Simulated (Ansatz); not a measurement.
# AlP (110): surface energy and levels

Aim: for AlP, compute energy, relaxation and work function or band edges of the (110) face.

The COD entry's cell or inner coordinates are ideal or old and differ from later refinements, so a difference from it is no clean test against experiment.

Computed with Ansatz 0.2.0 (DFT r2SCAN, scalar-relativistic, plane waves, PAW, unless a step's input says otherwise).

1 further run of the same task is left out (set aside as unsound or not needed).

### Step 1. Starting point

The structure is cubic, space group F-43m (No. 216). The conventional cell has a = 5.479 Å, b = 5.479 Å, c = 5.479 Å, α = 90.00°, β = 90.00°, γ = 90.00°. Al (site symmetry -43m) has 4 P at 2.37 Å as nearest neighbours. P (site symmetry -43m) is surrounded by 4 Al at 2.37 Å.

Structure file:

```cif
data_structure
_symmetry_space_group_name_H-M 'F-43m'
_symmetry_Int_Tables_number 216
_cell_length_a 5.4785
_cell_length_b 5.4785
_cell_length_c 5.4785
_cell_angle_alpha 90.000
_cell_angle_beta 90.000
_cell_angle_gamma 90.000
_cell_volume 164.43
loop_
_atom_site_label
_atom_site_type_symbol
_atom_site_symmetry_multiplicity
_atom_site_Wyckoff_symbol
_atom_site_fract_x
_atom_site_fract_y
_atom_site_fract_z
_atom_site_occupancy
Al1 Al 4 a 0.00000 0.00000 0.00000 1
P1 P 4 d 0.25000 0.25000 0.75000 1
```

This cell was relaxed beforehand with the same method: volume 20.55 Å³/atom, gap on the mesh 1.93 eV.

### Step 2. The bulk's band edges

File input.yaml:

```yaml
crystal:
  lattice:
    - [0.0, 2.7392606191, 2.7392606191]
    - [2.7392606191, 0.0, 2.7392606191]
    - [2.7392606191, 2.7392606191, 0.0]
  atoms:
    - { symbol: Al, position: [0.0, 0.0, 0.0] }
    - { symbol: P, position: [0.25, 0.25, 0.25] }
basis:
  ecutwfc: 500
kpoints:
  mp_grid: { grid: [8, 8, 8] }
  band_path: { path: [VBM, CBM], npoints: 2 }
hamiltonian:
  xc: r2scan
scf:
  occupations: { method: gaussian, width: 0.02 }
output:
  forces: true
  stress: true
  eigenvalues: true
```

Launch:

```bash
ansatz run input.yaml --threads 1 --pin off --max-ram 2560MiB --backend cpu --events-out ev --progress --plain --runs-dir out
```

Standard output:

```text
[... 55 lines left out ...]
SCF converged after 6 iterations
Free energy (F): -1301.066190 eV
Harris-Foulkes:  -1301.066190 eV  (|F-HF|=1.76e-9)
Internal energy: -1301.066190 eV  (E = F + TS)
E sigma→0 (E₀):  -1301.066190 eV
Fermi energy:    5.751114 eV
--- Per-component energies (eV) ---
  E_band       = 1.707515
  E_kinetic    = 93.924761
  E_local      = -82.321778  (includes V_loc(G=0)·N_el)
  E_nonlocal   = 43.310227
  E_hartree    = 25.365923
  E_xc         = -95.644821
  E_vxc        = -96.655140  (∫ρ·V_xc dr)
  E_paw        = -1049.069587  (= ΣΔE_a)
  E_vpaw       = -11.358215  (= ΣTr[D̂ρ^β])
  E_aug_tail   = -0.000000  (compensation charges beyond the density's cutoff)
  E_vtau       = 4.076125  (kinetic-family band-sum trace: ∫τ·v_τ [+ j·A + Jᵃ·Aᵃ] dr)
  E_ewald      = -236.479965
  E_core_change = -0.150950  (= ΣΔE_core)
  E_smearing   = -0.000000  (= −TS)
  E_closure    = 0.000000  (closes the sum)
  Σ components = -1301.066190   (vs F -1301.066190, Δ=0.00e0)
--- Forces (eV/Å), atoms counted from 1 ---
  atom   1  Al     0.00000000    -0.00000000     0.00000000
  atom   2  P     -0.00000000     0.00000000     0.00000000
  max |Σ_I F_I| component: 1.11e-16 eV/Å
--- Stress (GPa, compression-positive) ---
        0.006793       0.000000      -0.000000
       -0.000000       0.006793       0.000000
       -0.000000       0.000000       0.006793
  P = ⅓ Tr σ = 0.0068 GPa (0.068 kbar)
--- Band table (eV; the first three rows and the last of 29) ---
  k-point 0: bands = ["-7.1474", "4.7877", "4.7877", "4.7877", "8.6959", "9.7345", "9.7345", "9.7345"]
  k-point 1: bands = ["-6.9696", "3.5765", "4.6364", "4.6364", "9.0171", "10.0288", "10.0288", "10.3619"]
  k-point 2: bands = ["-6.4702", "1.5786", "4.3330", "4.3330", "8.5911", "10.3438", "10.3438", "12.3190"]
  k-point 28: bands = ["-4.7005", "-0.2026", "1.5457", "1.9358", "9.4881", "11.2226", "11.3717", "11.7076"]
```

It took 5.2 s on 1 thread of Intel Xeon Platinum 8375C at 2.90GHz (Ice Lake), shared host; peak memory 0.44 GiB.

This run fixes the bulk's energy and where its band edges lie against its mean electrostatic potential. Its energy with the smearing taken to zero: -650.5331 eV/atom.

### Step 3. Cutting the (110) slab

Planes are indexed in the bulk's conventional cell (F-43m (No. 216)), a = 5.479 Å, b = 5.479 Å, c = 5.479 Å, α = 90.00°, β = 90.00°, γ = 90.00°.

The slab is a (110) slab, 11.6 Å thick as cut, with 15 Å of vacuum; its outer planes are AlP (top) and AlP (bottom).

The slab as cut. Its planes from the bottom up:

```csv
plane,atoms per cell,height over the lowest (Å)
1,AlP,0.00
2,AlP,1.94
3,AlP,3.87
4,AlP,5.81
5,AlP,7.75
6,AlP,9.68
7,AlP,11.62
```

### Step 4. The slab as cut, atoms at the bulk's places

The cell repeats along c, and a dipole correction in the vacuum removes the field between the copies.

File input.yaml:

```yaml
crystal:
  lattice:
    - [3.8738995184, 0.0, 0.0]
    - [0.0, 5.4785212382, 0.0]
    - [0.0, 0.0, 26.6216985553]
  atoms:
    - { symbol: Al, position: [0.5, 0.5, 0.2817250742] }
    - { symbol: P, position: [0.0, 0.75, 0.2817250742] }
    - { symbol: Al, position: [0.0, 0.0, 0.3544833828] }
    - { symbol: P, position: [0.5, 0.25, 0.3544833828] }
    - { symbol: Al, position: [0.5, 0.5, 0.4272416914] }
    - { symbol: P, position: [0.0, 0.75, 0.4272416914] }
    - { symbol: Al, position: [0.0, 0.0, 0.5] }
    - { symbol: P, position: [0.5, 0.25, 0.5] }
    - { symbol: Al, position: [0.5, 0.5, 0.5727583086] }
    - { symbol: P, position: [0.0, 0.75, 0.5727583086] }
    - { symbol: Al, position: [0.0, 0.0, 0.6455166172] }
    - { symbol: P, position: [0.5, 0.25, 0.6455166172] }
    - { symbol: Al, position: [0.5, 0.5, 0.7182749258] }
    - { symbol: P, position: [0.0, 0.75, 0.7182749258] }
basis:
  ecutwfc: 500
kpoints:
  mp_grid: { grid: [7, 5, 1] }
hamiltonian:
  xc: r2scan
scf:
  occupations: { method: gaussian, width: 0.05 }
output:
  forces: true
  stress: true
  eigenvalues: true
  write_density: true
  write_potential: true
  elf: true
  volumetric_format: npy
efield:
  axis: 3
  dipole_correction: true
```

Launch:

```bash
ansatz run input.yaml --threads 1 --pin off --max-ram 2560MiB --backend cpu --events-out ev --progress --plain --runs-dir out
```

Standard output:

```text
Warning: RAYON_NUM_THREADS=1 ignored (pool sized by the plan → 1); use --threads N
Engine: ansatz 0.2.0, x86_64-unknown-linux-gnu
Pseudopotentials: kind: paw
Pseudopotential: Al, paw, valence charge 3, recommended cutoff 500 eV (meta_gga), Al.paw.azcp
Pseudopotential: P, paw, valence charge 5, recommended cutoff 500 eV (meta_gga), P.paw.azcp
Functional definition: r2SCAN
  parameter k0 = 0.174
  parameter k1 = 0.065
  parameter a1 = 4.9479
  exchange = r2scan_x(k0 = k0, k1 = k1, a1 = a1)
  correlation = r2scan_c
Crystal: 14 atoms, lattice volume = 564.999 Å³
Basis set: ecut = 500 eV, 14293 PW (Γ), exchange–correlation on 120×160×800 points (64 copies of the dense FFT grid, shifted against one another)
Bands: 42, of which v1, the nominal top of the filled ones, is band 28 counted from 1 (27 counted from 0)
Symmetry: 2 space group operations
k-points: 12 of 35 (time reversal used)
Non-local potential: Al, projectors of the file, l = 0: 2, l = 1: 2, l = 2: 1
Non-local potential: P, projectors of the file, l = 0: 2, l = 1: 2, l = 2: 2
PAW form: soft (Blöchl's): semilocal exchange-correlation on the pseudo side does not see the compensation charge
PAW frozen core: Al, regenerated for the run's functional (the file was generated under x = pbe(κ = 0.804, μ = 0.2195149727645171), c = pbe(β = 0.06672455060314922))
PAW frozen core: P, regenerated for the run's functional (the file was generated under x = pbe(κ = 0.804, μ = 0.2195149727645171), c = pbe(β = 0.06672455060314922))
PAW one-centre angular grid: Al, 302 points (default); XC on 160 Gauss nodes
PAW one-centre angular grid: P, 302 points (default); XC on 160 Gauss nodes
Initial density: superposition of atomic densities (neutral atoms: chi_scale 0, normalization atom), corrected by the library's trained network
Initial wavefunctions: pseudopotential atomic-orbital guess
Functional: x = r2scan, c = r2scan; τ floored in thin density (d = 2e-4 eV/Å³)
SCF iter   1: F=—  HF=-9103.087622 eV  |F-HF|=—  |Δ(HF+E_count)|=         —  Δρ=3.23e-3  dr2=1.09e-1  dr2_τ=8.35e-2  ethr=1.77e-3  p=-0.000 e·Å  D=-1.40e-14 V/Å  ΔV_dip=0.00 eV  dr2_dipole=3.91e-8  V_vac-E_F(+/−)=4.38/4.38 eV  ⟨swp⟩=9.8  Hψ=3237  notcnv=0  defer=32
efield: sawtooth ramp at fractional position 0.9500 (placed from the atoms, in the widest stretch of the axis that holds none; the zero of the levels goes with the place), width 0.1000; the density the first Hamiltonian is built on has a dipole p = -0.000 e·Å; the dipole correction subtracts the counter field D = -1.40e-14 V/Å, which shifts the + side's vacuum level by +0.00 eV against the − side's; the planar-averaged density in the ramp window peaks in size at 2.7e-5 e/Å³
preconditioner: auto → Resta (q_TF=auto, 1.856 Å⁻¹)  ε∞=2.9  [insulator: Δε(μ)=1.354 eV  Ē_g=8.521 eV  σ=0.050 eV  W_gap=1.00  n_scr=54 (ndim 8)  ℏωp=11.7 eV  f_vac=0.414  D(μ)=0.00/eV (n_scr^D=0)  ε∞_Penn≈2.9  vacuum switching on, ρ_ref=5.3e-3 e/Å³]
SCF iter   2: F=—  HF=-9103.277615 eV  |F-HF|=—  |Δ(HF+E_count)|=   1.90e-1  Δρ=1.98e-3  dr2=2.88e-2  dr2_τ=2.55e-4  ethr=1.95e-4  p=0.000 e·Å  D=2.77e-5 V/Å  ΔV_dip=-0.00 eV  dr2_dipole=9.98e-8  V_vac-E_F(+/−)=4.36/4.37 eV  ⟨swp⟩=3.0  Hψ=993  notcnv=0  defer=107
SCF iter   3: F=—  HF=-9103.279665 eV  |F-HF|=—  |Δ(HF+E_count)|=   2.05e-3  Δρ=6.24e-4  dr2=9.66e-3  dr2_τ=7.94e-5  ethr=5.15e-5  p=-0.000 e·Å  D=-7.49e-5 V/Å  ΔV_dip=0.00 eV  dr2_dipole=6.88e-7  V_vac-E_F(+/−)=4.42/4.42 eV  ⟨swp⟩=3.0  Hψ=880  notcnv=0  defer=107
SCF iter   4: F=—  HF=-9103.279137 eV  |F-HF|=—  |Δ(HF+E_count)|=   5.28e-4  Δρ=2.02e-4  dr2=8.30e-4  dr2_τ=1.96e-5  ethr=1.72e-5  p=0.000 e·Å  D=4.48e-5 V/Å  ΔV_dip=-0.00 eV  dr2_dipole=2.49e-7  V_vac-E_F(+/−)=4.39/4.40 eV  ⟨swp⟩=2.0  Hψ=551  notcnv=0  defer=107
SCF iter   5: F=—  HF=-9103.279182 eV  |F-HF|=—  |Δ(HF+E_count)|=   4.53e-5  Δρ=9.82e-5  dr2=8.64e-5  dr2_τ=2.24e-6  ethr=1.48e-6  p=-0.000 e·Å  D=-1.85e-5 V/Å  ΔV_dip=0.00 eV  dr2_dipole=3.96e-8  V_vac-E_F(+/−)=4.40/4.40 eV  ⟨swp⟩=2.2  Hψ=603  notcnv=0  defer=107
SCF iter   6: F=—  HF=-9103.279172 eV  |F-HF|=—  |Δ(HF+E_count)|=   9.98e-6  Δρ=2.70e-5  dr2=9.48e-6  dr2_τ=1.83e-7  ethr=1.54e-7  p=0.000 e·Å  D=4.04e-5 V/Å  ΔV_dip=-0.00 eV  dr2_dipole=1.89e-7  V_vac-E_F(+/−)=4.40/4.40 eV  ⟨swp⟩=2.2  Hψ=798  notcnv=0  defer=107
SCF iter   7: F=—  HF=-9103.279179 eV  |F-HF|=—  |Δ(HF+E_count)|=   7.31e-6  Δρ=7.02e-6  dr2=1.03e-6  dr2_τ=1.59e-8  ethr=1.69e-8  p=-0.000 e·Å  D=-5.88e-5 V/Å  ΔV_dip=0.00 eV  dr2_dipole=4.23e-7  V_vac-E_F(+/−)=4.40/4.39 eV  ⟨swp⟩=2.0  Hψ=691  notcnv=0  defer=107
SCF iter   8: F=—  HF=-9103.279180 eV  |F-HF|=—  |Δ(HF+E_count)|=   5.11e-7  Δρ=3.52e-6  dr2=5.45e-7  dr2_τ=2.20e-9  ethr=1.83e-9  p=0.000 e·Å  D=5.94e-5 V/Å  ΔV_dip=-0.00 eV  dr2_dipole=4.31e-7  V_vac-E_F(+/−)=4.39/4.40 eV  ⟨swp⟩=3.0  Hψ=723  notcnv=0  defer=107
SCF iter   9: F=-9103.279180 eV  HF=-9103.279180 eV  |F-HF|=2.36e-11  |Δ(HF+E_count)|=   1.76e-8  Δρ=1.49e-6  dr2=4.09e-8  dr2_τ=2.42e-10  ethr=1.79e-10  p=0.000 e·Å  D=7.18e-6 V/Å  ΔV_dip=-0.00 eV  dr2_dipole=6.15e-9  V_vac-E_F(+/−)=4.39/4.39 eV  ⟨swp⟩=23.9  Hψ=5864  notcnv=0
SCF 1 converged in 9 iterations: F = -9103.279180 eV  dr2 = 4.09e-8
WARN: The output density's exchange-correlation potential varies sharply where the density is thin. Do not read a vacuum level from v_tot or v_xc, or from such a field of the output density. On a cell that repeats whose density bears no net charge and no dipole along the vacuum's axis use v_es (v_loc + v_h of the components); under efield.dipole_correction with no amplitude use v_es + v_field, which holds any external_charges[].barrier, or the levels of the report's work_function block, which leave it out; under a non-zero efield.amplitude the vacuum is tilted and has no level; on a cell that repeats and bears such a dipole with no correction it is tilted too, and efield.dipole_correction with no amplitude gives each side of its ramp a level where efield: is served; in a cell that repeats whose density bears a net charge (total_charge, or a fill off its count) it is curved and has none; of a slab under crystal.periodic whose density bears no net charge use v_es, which has a level on each side, short of where the two are joined; of another it falls or rises all the way out and has none; of a slab beside external_charges read slab_vacuum_level instead, which it has where they leave it neutral. The grid or the basis barely resolves most such structure, and the values can differ between equally converged runs; as a rule a tighter scf.convergence.dr2_threshold does not remove it. Where the density itself ripples (under the LDA too) a higher basis.ecutwfc lessens it. The files hold the spikes' plane waves up to the density's cutoff. Files: v_tot_of_output_density and the like, and their columns of v_z.tsv (output.write_potential); v_xc_of_output_density and the like, and their columns of v_comp_z.tsv (output.write_potential_components). Measured: with its Gaussian average of σ = 0.25 Å subtracted twice, the exchange-correlation potential is over 0.1 eV at 2229 of the grid points where the equally averaged density (valence and model cores) is under 1e-3 e/Å³, and 1.33 eV at the most among them, at an averaged density of 7.6e-9 e/Å³. The input density's (outcome.potential() and, of a run that writes arrays, v_tot and v_xc) is over 0.1 eV, so measured, at 1009 points of its own thin density, 0.516 eV at the most. See output.write_potential in the manual, Limitations
SCF converged after 9 iterations
Free energy (F): -9103.279180 eV
Harris-Foulkes:  -9103.279180 eV  (|F-HF|=2.36e-11)
Internal energy: -9103.279180 eV  (E = F + TS)
E sigma→0 (E₀):  -9103.279180 eV
Fermi energy:    0.744096 eV
Dipole field:    D = -0.000056 V/Å  (p = -0.000174 e·Å, saw-weighted, corrected)
Work function:   Φ+ = 4.3948 eV   Φ− = 4.3933 eV
Levels:          The Fermi level and band energies are counted from a zero that moves with the ramp; work functions are not
--- Per-component energies (eV) ---
  E_band       = -252.071629
  E_kinetic    = 647.722362
  E_local      = -14919.205858  (includes V_loc(G=0)·N_el)
  E_nonlocal   = 302.479995
  E_hartree    = 7218.106315
  E_xc         = -663.620127
  E_vxc        = -669.290324  (∫ρ·V_xc dr)
  E_paw        = -7342.793971  (= ΣΔE_a)
  E_vpaw       = -78.956347  (= ΣTr[D̂ρ^β])
  E_aug_tail   = -0.000002  (compensation charges beyond the density's cutoff)
  E_vtau       = 28.979810  (kinetic-family band-sum trace: ∫τ·v_τ [+ j·A + Jᵃ·Aᵃ] dr)
  E_efield     = 0.000000  (sawtooth field / dipole correction)
  E_vefield    = 0.000000  (∫n·V_field dr)
  E_ewald      = 5655.088759
  E_core_change = -1.056651  (= ΣΔE_core)
  E_smearing   = -0.000000  (= −TS)
  E_closure    = 0.000000  (closes the sum)
  Σ components = -9103.279180   (vs F -9103.279180, Δ=0.00e0)
--- Forces (eV/Å), atoms counted from 1 ---
  atom   1  Al     0.00000000     1.58511106     1.62937415
  atom   2  P      0.00000000    -0.77357209    -1.23634464
  atom   3  Al     0.00000000    -0.42630168     0.01217406
  atom   4  P      0.00000000    -0.59385644    -0.54609710
  atom   5  Al     0.00000000     0.32951088     0.07630309
  atom   6  P      0.00000000     0.01503191     0.09889980
  atom   7  Al     0.00000000    -0.18036604    -0.00003626
  atom   8  P      0.00000000    -0.09130856     0.00003943
  atom   9  Al     0.00000000     0.32951430    -0.07637925
  atom  10  P      0.00000000     0.01503181    -0.09882465
  atom  11  Al     0.00000000    -0.42630888    -0.01223386
  atom  12  P      0.00000000    -0.59385727     0.54617900
  atom  13  Al     0.00000000     1.58508718    -1.62939679
  atom  14  P      0.00000000    -0.77359504     1.23637716
  max |Σ_I F_I| component: 1.21e-4 eV/Å
--- Stress (GPa, compression-positive) ---
       -1.041133       0.000000       0.000000
        0.000000      -1.300095      -0.000059
        0.000000      -0.000059      -0.314473
  P = ⅓ Tr σ = -0.8852 GPa (-8.852 kbar)
--- Band table (eV; the first three rows and the last of 12) ---
  k-point 0: bands = ["-11.9554", "-11.5452", "-10.9467", "-10.2016", "-9.7636", "-9.4999", "-9.4704", "-5.4535", "-5.1870", "-4.8383", "-4.2954", "-3.4251", "-3.3179", "-3.1533", "-2.6569", "-2.3275", "-2.2058", "-1.8682", "-1.8488", "-1.3910", "-1.3355", "-0.9362", "-0.7998", "-0.3909", "-0.1497", "-0.1172", "-0.0081", "0.0038", "1.4983", "1.8823", "2.2121", "2.7628", "3.2711", "3.4548", "4.1685", "4.3659", "4.4813", "4.7038", "4.7553", "4.9204", "4.9871", "5.0575"]
  k-point 1: bands = ["-11.8074", "-11.4129", "-10.8535", "-10.2094", "-10.0406", "-9.6807", "-9.6663", "-5.1961", "-5.1731", "-4.9423", "-4.6802", "-3.8082", "-2.8619", "-2.7655", "-2.5347", "-2.0689", "-2.0472", "-1.9193", "-1.7491", "-1.3114", "-1.0811", "-1.0259", "-0.7949", "-0.5288", "-0.3485", "-0.3333", "-0.1952", "0.0479", "1.6812", "1.8150", "2.4580", "2.9975", "3.4786", "3.6244", "3.9861", "4.0415", "4.1891", "4.4980", "4.8008", "5.1416", "5.2604", "5.3426"]
  k-point 2: bands = ["-11.3846", "-11.0526", "-10.7355", "-10.6198", "-10.4724", "-9.9050", "-9.8941", "-5.4957", "-5.3336", "-4.6380", "-4.4880", "-3.8335", "-3.4253", "-2.5955", "-1.8724", "-1.6876", "-1.6782", "-1.4244", "-1.3943", "-1.1417", "-1.0981", "-1.0686", "-0.9812", "-0.9505", "-0.5897", "-0.5854", "-0.1221", "-0.0658", "1.5753", "1.6628", "3.1108", "3.5112", "3.5384", "3.6863", "3.8811", "4.0591", "4.1551", "4.3276", "5.0685", "5.1412", "5.2479", "5.3105"]
  k-point 11: bands = ["-10.4733", "-10.2192", "-10.1954", "-9.9076", "-9.8840", "-9.1681", "-9.1328", "-5.5936", "-5.3540", "-5.3010", "-5.1480", "-5.0860", "-4.8741", "-4.7777", "-3.3564", "-3.2756", "-2.9308", "-2.7241", "-2.3150", "-2.2144", "-1.9455", "-1.9199", "-1.5257", "-1.5206", "-1.2829", "-1.1017", "-0.1022", "0.1250", "1.3793", "1.5918", "3.6526", "3.6942", "3.8039", "4.2285", "4.3027", "4.5085", "4.5254", "4.9353", "5.1227", "5.3254", "5.5799", "5.6089"]
```

Wall time 71 s (1 thread of Intel Xeon Platinum 8375C at 2.90GHz (Ice Lake), shared host); peak memory 1.6 GiB.

This gives gap on the mesh 1.24 eV; ionisation potential 5.01 eV; electron affinity 3.78 eV.

Plane-averaged electrostatic potential energy of an electron across the slab, counted from the valence-band top:

z (Å), V (eV) and a bar:
```
     1.60       5.01 ##############################
     2.13       5.01 ##############################
     2.66       5.01 ##############################
     2.93       5.01 ##############################
     3.46       5.01 ##############################
     3.99       5.01 ##############################
     4.53       5.00 ##############################
     5.06       4.96 ##############################
     5.32       4.90 ##############################
     5.86       4.55 #############################
     6.39       3.16 #########################
     6.92      -1.65 ###########
     7.45      -5.51 
     7.72      -4.96 ##
     8.25      -0.32 ###############
     8.79      -1.25 ############
     9.32      -5.42 
     9.85      -3.72 #####
    10.12      -1.14 ############
    10.65      -0.79 #############
    11.18      -5.33 #
    11.71      -4.42 ###
    12.25       0.15 ################
    12.51      -0.21 ###############
    13.04      -4.90 ##
    13.58      -4.90 ##
    14.11      -0.21 ###############
    14.38       0.15 ################
    14.91      -4.42 ###
    15.44      -5.33 #
    15.97      -0.79 #############
    16.51      -1.14 ############
    16.77      -3.72 #####
    17.30      -5.42 
    17.84      -1.25 ############
    18.37      -0.32 ###############
    18.90      -4.96 ##
    19.17      -5.51 
    19.70      -1.65 ###########
    20.23       3.16 #########################
    20.76       4.55 #############################
    21.30       4.90 ##############################
    21.56       4.96 ##############################
    22.10       5.00 ##############################
    22.63       5.01 ##############################
    23.16       5.01 ##############################
    23.69       5.01 ##############################
    23.96       5.01 ##############################
    24.49       5.01 ##############################
    25.02       5.01 ##############################
```

Density in a lattice plane of the grid's cell (edges 5.48 and 26.62 Å, at 0.000 of the third edge), which holds P and Al.

Ten even steps from '0' (0.00 e/Å³) to '9' (0.80 e/Å³):
```
000000
000000
000000
000000
100156
200179
020002
200169
200179
020002
200179
200169
020002
200179
100156
000000
000000
000000
000000
000000
```
Columns run along the first of these edges and rows up along the second, over one cell in 6 and 20 even steps from the bottom left corner. Atoms in the plane (fractional): P at (0.75, 0.28), Al at (0.00, 0.35), P at (0.75, 0.43), Al at (0.00, 0.50), P at (0.75, 0.57), Al at (0.00, 0.65), P at (0.75, 0.72).

ELF in the same plane.

Ten even steps from '0' (0.00) to '9' (0.94):
```
000000
000000
000000
500025
900479
700568
120014
710379
700469
120003
700469
710379
120014
700568
900479
500025
000000
000000
000000
000000
```
Columns run along the first of these edges and rows up along the second, over one cell in 6 and 20 even steps from the bottom left corner. Atoms in the plane (fractional): P at (0.75, 0.28), Al at (0.00, 0.35), P at (0.75, 0.43), Al at (0.00, 0.50), P at (0.75, 0.57), Al at (0.00, 0.65), P at (0.75, 0.72).

Both are smooth fields of the valence electrons: close to the nuclei they are not physical.

Outside the cores ELF peaks at 0.95 on the Al–P line, 1.1 Å from Al; 0.95 beside P, off the lines to its neighbours, 0.9 Å from P; 0.94 on the P–Al line, 1.2 Å from P.

(Part 1 of 2 ends here.)
